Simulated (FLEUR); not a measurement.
Runs of FLEUR MaX-R8.1 (later development tree) on CdSe (Cadmoselite). Symmetry: P6_3mc, No. 186, hexagonal system. Conventional cell: a = 4.300 Å, b = 4.300 Å, c = 7.020 Å, α = 90.00°, β = 90.00°, γ = 120.00°. Around Cd (site symmetry 3m) lie 4 Se at 2.61 to 2.70 Å. Se (site symmetry 3m) has 4 Cd at 2.61 to 2.70 Å as nearest neighbours. 

| level | gap on the mesh (eV) |
| --- | --- |
| PW91 | 0.66 |
| LDA (Wigner correlation) | 0.36 |
| LDA exchange alone (X-alpha) | (a) |
| revPBE | 0.83 |

Alike in all rows: task band structure; potentials or basis all-electron, FLAPW; no spin polarisation; cell as given; k mesh 7 × 7 × 4; smearing fermi-dirac 0.05 eV; kmax 4.67 1/bohr.

**Question.** Fill in the values left out.

**Answer.** (a) 0.31.

A k mesh can miss the band edges, and the runs leave out spin-orbit coupling on Cd, Se.

Runs at the PBE level aren't shown here.
